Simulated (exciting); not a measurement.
# Al (Fm-3m) in exciting: notebook

The runs below take Al through single point, with PBE.

Everything below comes from runs of exciting (release sodium). Logs are shortened: lines on timing, memory, paths and dates and some standing lists are left out, and cuts for length are marked.

## (1) The crystal as given

The structure is cubic, space group Fm-3m (No. 225). Conventional cell: a = 4.050 Å, b = 4.050 Å, c = 4.050 Å, α = 90.00°, β = 90.00°, γ = 90.00°. Around Al (site symmetry m-3m) lie 12 Al at 2.86 Å.

## (2) Single point, PBE

File input.xml:

```xml
<input>
  <title>Al</title>
  <structure speciespath="./" tshift="false">
    <crystal scale="1">
      <basevect>0.000000000000 3.826326905773 3.826326905773</basevect>
      <basevect>3.826326905773 0.000000000000 3.826326905773</basevect>
      <basevect>3.826326905773 3.826326905773 0.000000000000</basevect>
    </crystal>
    <species speciesfile="Al.xml" rmt="2">
      <atom coord="0.000000000000 0.000000000000 0.000000000000"/>
    </species>
  </structure>
  <groundstate do="fromscratch" ngridk="11 11 11" rgkmax="7.5" gmaxvr="14" lmaxapw="10" lmaxmat="10" lmaxvr="8" xctype="GGA_PBE" stype="Gaussian" swidth="0.00040424" nempty="8" ValenceRelativity="iora*" epsengy="1e-05" epspot="1e-05" maxscl="60" tforce="true" outputlevel="low"/>
  <properties>
    <chargedensityplot>
      <plot3d>
        <box grid="15 15 15">
          <origin coord="0 0 0"/>
          <point coord="1 0 0"/>
          <point coord="0 1 0"/>
          <point coord="0 0 1"/>
        </box>
      </plot3d>
    </chargedensityplot>
    <elfplot>
      <plot3d>
        <box grid="15 15 15">
          <origin coord="0 0 0"/>
          <point coord="1 0 0"/>
          <point coord="0 1 0"/>
          <point coord="0 0 1"/>
        </box>
      </plot3d>
    </elfplot>
    <exccplot>
      <plot3d>
        <box grid="15 15 15">
          <origin coord="0 0 0"/>
          <point coord="1 0 0"/>
          <point coord="0 1 0"/>
          <point coord="0 0 1"/>
        </box>
      </plot3d>
    </exccplot>
  </properties>
</input>
```

Potentials or basis: all-electron LAPW+lo, shipped species files, valence relativity iora*.

The run is started by

```console
$ OMP_NUM_THREADS=1 exciting_smp
```

INFO.OUT:

```text
================================================================================
EXCITING SODIUM started
[... 10 lines left out ...]

 Lattice vectors (cartesian) :
      0.0000000000      3.8263269058      3.8263269058
      3.8263269058      0.0000000000      3.8263269058
      3.8263269058      3.8263269058      0.0000000000

 Reciprocal lattice vectors (cartesian) :
     -0.8210465888      0.8210465888      0.8210465888
      0.8210465888     -0.8210465888      0.8210465888
      0.8210465888      0.8210465888     -0.8210465888

 Unit cell volume                           :     112.0408024269
 Brillouin zone volume                      :       2.2139274985

 Species :    1 (Al)
     parameters loaded from                 :    Al.xml
     name                                   :    aluminium

     atomic positions (lattice) :
[... 7 lines left out ...]
 Number of crystal symmetries               :      48

 k-point grid                               :      11   11   11
 Total number of k-points                   :      56
 k-point set is reduced with crystal symmetries

 R^MT_min * |G+k|_max (rgkmax)              :       7.50000000

 G-vector grid sizes                        :      25    25    25
 Total number of G-vectors                  :    5065

 Total nuclear charge                       :     -13.00000000
 Total electronic charge                    :      13.00000000

 Number of empty states                     :       8
 Total number of valence states             :      13

 Exchange-correlation type                  :      20
     Perdew-Burke-Ernzerhof, Phys. Rev. Lett. 77, 3865 (1996)
     Generalised gradient approximation (GGA)

 Smearing scheme                            :    Gaussian
 Smearing width                             :       0.00040424

++++++++++++++++++++++++++++++++++++++++++++++++++++++++++++++++++++++++++++++++
+ Ending initialization                                                        +
++++++++++++++++++++++++++++++++++++++++++++++++++++++++++++++++++++++++++++++++

********************************************************************************
* Groundstate module started                                                   *
********************************************************************************
 Output level for this task is set to low

++++++++++++++++++++++++++++++++++++++++++++++++++++++++++++++++++++++++++++++++
[... 5 lines left out ...]
+ SCF iteration number :    1                                                  +
++++++++++++++++++++++++++++++++++++++++++++++++++++++++++++++++++++++++++++++++
 Total energy                               :      -242.54748225
 _______________________________________________________________
 Fermi energy                               :         0.27005061
 DOS at Fermi energy (states/Ha/cell)       :        60.44756863
 Electron charge: Core leakage              :         0.00135822

++++++++++++++++++++++++++++++++++++++++++++++++++++++++++++++++++++++++++++++++
+ SCF iteration number :    2                                                  +
++++++++++++++++++++++++++++++++++++++++++++++++++++++++++++++++++++++++++++++++
 Total energy                               :      -242.62495664
 _______________________________________________________________
 Fermi energy                               :         0.26924389
 DOS at Fermi energy (states/Ha/cell)       :        60.45769444
 Electron charge: Core leakage              :         0.00135041

 RMS change in effective potential (target) :  0.102808      ( 0.100000E-04)
 Absolute change in total energy   (target) :  0.774744E-01  ( 0.100000E-04)
 Charge distance                   (target) :  0.383752E-03  ( 0.100000E-04)
 Abs. change in max-nonIBS-force   (target) :   0.00000      ( 0.500000E-04)

++++++++++++++++++++++++++++++++++++++++++++++++++++++++++++++++++++++++++++++++
+ SCF iteration number :    3                                                  +
++++++++++++++++++++++++++++++++++++++++++++++++++++++++++++++++++++++++++++++++
 Total energy                               :      -242.69182236
 _______________________________________________________________
 Fermi energy                               :         0.26858406
 DOS at Fermi energy (states/Ha/cell)       :        60.52875862
 Electron charge: Core leakage              :         0.00134429

 RMS change in effective potential (target) :  0.758274E-01  ( 0.100000E-04)
 Absolute change in total energy   (target) :  0.668657E-01  ( 0.100000E-04)
 Charge distance                   (target) :  0.327894E-03  ( 0.100000E-04)
 Abs. change in max-nonIBS-force   (target) :   0.00000      ( 0.500000E-04)

++++++++++++++++++++++++++++++++++++++++++++++++++++++++++++++++++++++++++++++++
+ SCF iteration number :    4                                                  +
++++++++++++++++++++++++++++++++++++++++++++++++++++++++++++++++++++++++++++++++
 Total energy                               :      -242.76090986
 _______________________________________________________________
 Fermi energy                               :         0.26696943
 DOS at Fermi energy (states/Ha/cell)       :        63.11567439
 Electron charge: Core leakage              :         0.00133420

 RMS change in effective potential (target) :  0.263369E-02  ( 0.100000E-04)
 Absolute change in total energy   (target) :  0.690875E-01  ( 0.100000E-04)
 Charge distance                   (target) :  0.103524E-02  ( 0.100000E-04)
 Abs. change in max-nonIBS-force   (target) :   0.00000      ( 0.500000E-04)

++++++++++++++++++++++++++++++++++++++++++++++++++++++++++++++++++++++++++++++++
+ SCF iteration number :    5                                                  +
++++++++++++++++++++++++++++++++++++++++++++++++++++++++++++++++++++++++++++++++
 Total energy                               :      -242.86441312
 _______________________________________________________________
 Fermi energy                               :         0.26680812
 DOS at Fermi energy (states/Ha/cell)       :        64.23296937
 Electron charge: Core leakage              :         0.00132773

 RMS change in effective potential (target) :  0.213072E-02  ( 0.100000E-04)
 Absolute change in total energy   (target) :  0.103503      ( 0.100000E-04)
 Charge distance                   (target) :  0.577185E-03  ( 0.100000E-04)
 Abs. change in max-nonIBS-force   (target) :   0.00000      ( 0.500000E-04)

++++++++++++++++++++++++++++++++++++++++++++++++++++++++++++++++++++++++++++++++
+ SCF iteration number :    6                                                  +
++++++++++++++++++++++++++++++++++++++++++++++++++++++++++++++++++++++++++++++++
 Total energy                               :      -242.82275364
 _______________________________________________________________
 Fermi energy                               :         0.26688067
 DOS at Fermi energy (states/Ha/cell)       :        63.84296572
 Electron charge: Core leakage              :         0.00133018

 RMS change in effective potential (target) :  0.413265E-04  ( 0.100000E-04)
 Absolute change in total energy   (target) :  0.416595E-01  ( 0.100000E-04)
 Charge distance                   (target) :  0.248595E-03  ( 0.100000E-04)
 Abs. change in max-nonIBS-force   (target) :   0.00000      ( 0.500000E-04)

++++++++++++++++++++++++++++++++++++++++++++++++++++++++++++++++++++++++++++++++
+ SCF iteration number :    7                                                  +
++++++++++++++++++++++++++++++++++++++++++++++++++++++++++++++++++++++++++++++++
 Total energy                               :      -242.82139358
 _______________________________________________________________
 Fermi energy                               :         0.26688489
 DOS at Fermi energy (states/Ha/cell)       :        63.80936554
 Electron charge: Core leakage              :         0.00133025

 RMS change in effective potential (target) :  0.237722E-04  ( 0.100000E-04)
 Absolute change in total energy   (target) :  0.136006E-02  ( 0.100000E-04)
 Charge distance                   (target) :  0.123924E-04  ( 0.100000E-04)
 Abs. change in max-nonIBS-force   (target) :   0.00000      ( 0.500000E-04)

++++++++++++++++++++++++++++++++++++++++++++++++++++++++++++++++++++++++++++++++
+ SCF iteration number :    8                                                  +
++++++++++++++++++++++++++++++++++++++++++++++++++++++++++++++++++++++++++++++++
 Total energy                               :      -242.82200782
 _______________________________________________________________
 Fermi energy                               :         0.26688471
 DOS at Fermi energy (states/Ha/cell)       :        63.81282484
 Electron charge: Core leakage              :         0.00133022

 RMS change in effective potential (target) :  0.584912E-05  ( 0.100000E-04)
 Absolute change in total energy   (target) :  0.614243E-03  ( 0.100000E-04)
 Charge distance                   (target) :  0.488979E-05  ( 0.100000E-04)
 Abs. change in max-nonIBS-force   (target) :   0.00000      ( 0.500000E-04)

++++++++++++++++++++++++++++++++++++++++++++++++++++++++++++++++++++++++++++++++
+ SCF iteration number :    9                                                  +
++++++++++++++++++++++++++++++++++++++++++++++++++++++++++++++++++++++++++++++++
 Total energy                               :      -242.82190493
 _______________________________________________________________
 Fermi energy                               :         0.26688456
 DOS at Fermi energy (states/Ha/cell)       :        63.81362898
 Electron charge: Core leakage              :         0.00133022

 RMS change in effective potential (target) :  0.358811E-06  ( 0.100000E-04)
 Absolute change in total energy   (target) :  0.102898E-03  ( 0.100000E-04)
 Charge distance                   (target) :  0.849277E-06  ( 0.100000E-04)
 Abs. change in max-nonIBS-force   (target) :   0.00000      ( 0.500000E-04)

++++++++++++++++++++++++++++++++++++++++++++++++++++++++++++++++++++++++++++++++
+ SCF iteration number :   10                                                  +
++++++++++++++++++++++++++++++++++++++++++++++++++++++++++++++++++++++++++++++++
 Total energy                               :      -242.82189720
 _______________________________________________________________
 Fermi energy                               :         0.26688457
 DOS at Fermi energy (states/Ha/cell)       :        63.81360352
 Electron charge: Core leakage              :         0.00133022

 RMS change in effective potential (target) :  0.852901E-08  ( 0.100000E-04)
 Absolute change in total energy   (target) :  0.772661E-05  ( 0.100000E-04)
 Charge distance                   (target) :  0.645417E-07  ( 0.100000E-04)
 Abs. change in max-nonIBS-force   (target) :   0.00000      ( 0.500000E-04)

++++++++++++++++++++++++++++++++++++++++++++++++++++++++++++++++++++++++++++++++
+ SCF iteration number :   11                                                  +
++++++++++++++++++++++++++++++++++++++++++++++++++++++++++++++++++++++++++++++++
 Total energy                               :      -242.82189698
 _______________________________________________________________
 Fermi energy                               :         0.26688457
 DOS at Fermi energy (states/Ha/cell)       :        63.81396256
 Electron charge: Core leakage              :         0.00133022

 RMS change in effective potential (target) :  0.240816E-08  ( 0.100000E-04)
 Absolute change in total energy   (target) :  0.221522E-06  ( 0.100000E-04)
 Charge distance                   (target) :  0.209414E-08  ( 0.100000E-04)
 Abs. change in max-nonIBS-force   (target) :   0.00000      ( 0.500000E-04)

++++++++++++++++++++++++++++++++++++++++++++++++++++++++++++++++++++++++++++++++
| Convergency criteria checked for the last 2 iterations                       +
| Convergence targets achieved. Performing final SCF iteration                 +
++++++++++++++++++++++++++++++++++++++++++++++++++++++++++++++++++++++++++++++++
 Total energy                               :      -242.82189701
 _______________________________________________________________
 Fermi energy                               :         0.26688457
 DOS at Fermi energy (states/Ha/cell)       :        63.81390208
 Electron charge: Core leakage              :         0.00133022

++++++++++++++++++++++++++++++++++++++++++++++++++++++++++++++++++++++++++++++++
+ Self-consistent loop stopped                                                 +
++++++++++++++++++++++++++++++++++++++++++++++++++++++++++++++++++++++++++++++++
 STATE.OUT is written

--------------------------------------------------------------------------------
- Writing atomic positions and forces                                          -
--------------------------------------------------------------------------------

 Atomic positions (lattice) :
 atom     1  Al  :     0.00000000    0.00000000    0.00000000

 Total atomic forces including IBS (cartesian) :
 atom     1  Al  :     0.00000000    0.00000000    0.00000000

 Atomic force components including IBS (cartesian) :
 atom     1  Al  :     0.00000000    0.00000000    0.00000000   HF force
                 :     0.00000000    0.00000000    0.00000000   core correction
                 :     0.00000000    0.00000000    0.00000000   IBS correction

********************************************************************************
[... 7 lines left out ...]
| EXCITING SODIUM stopped                                                      =
================================================================================
```

Run time: 18 s. Hardware: 1 thread of Arm Neoverse V1, shared host; peak memory 0.09 GiB.

What came out:

```yaml
Free_energy: -6607.5206 eV
Band_gap_on_the_k_mesh: none (metal or under the smearing width)
```

[end of part 1 of 3]
